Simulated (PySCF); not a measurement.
A species of formula C4H8 has this rotational fingerprint, computed with PySCF, PBE0-D3(BJ)/def2-SVP geometry optimisation, gas phase:

| Item | Value |
| --- | --- |
| Rotational constants | A = 10761, B = 10760, C = 6398 MHz |
| Dipole components | \|μa\| = 0.00 D, \|μb\| = 0.00 D, \|μc\| = 0.00 D |
| Inertial defect | -14.94 u·Å² |
| κ | 1.00 |

Question: Which candidate fits, each taken in the one conformer that was computed?
A. `C1CCC1`
B. `C/C=C/C`
C. `[CH2:1]=[CH:2][CH2:3][CH3:4]` with C1–C2–C3–C4 119°

Answer: A. It is C1CCC1, an oblate symmetric top, point group D2d. The candidates at the same level (rigid rotor, commonest isotopes):

| SMILES | A (MHz) | B (MHz) | C (MHz) | μa (D) | μb (D) | μc (D) | Δ (u·Å²) | point group | rotor |
| --- | --- | --- | --- | --- | --- | --- | --- | --- | --- |
| C/C=C/C | 34652 | 3725 | 3510 | 0.00 | 0.00 | 0.01 | -6.29 | – | near-prolate asymmetric top |
| C1CCC1 | 10761 | 10760 | 6398 | 0.00 | 0.00 | 0.00 | -14.94 | D2d | oblate symmetric top |
| C=CCC | 22563 | 4149 | 4062 | 0.37 | 0.06 | 0.08 | -19.77 | C1 | near-prolate asymmetric top |

`C=CCC` has A 110 % too high; `C/C=C/C` has A 222 % too high. No structure here is proved a minimum.
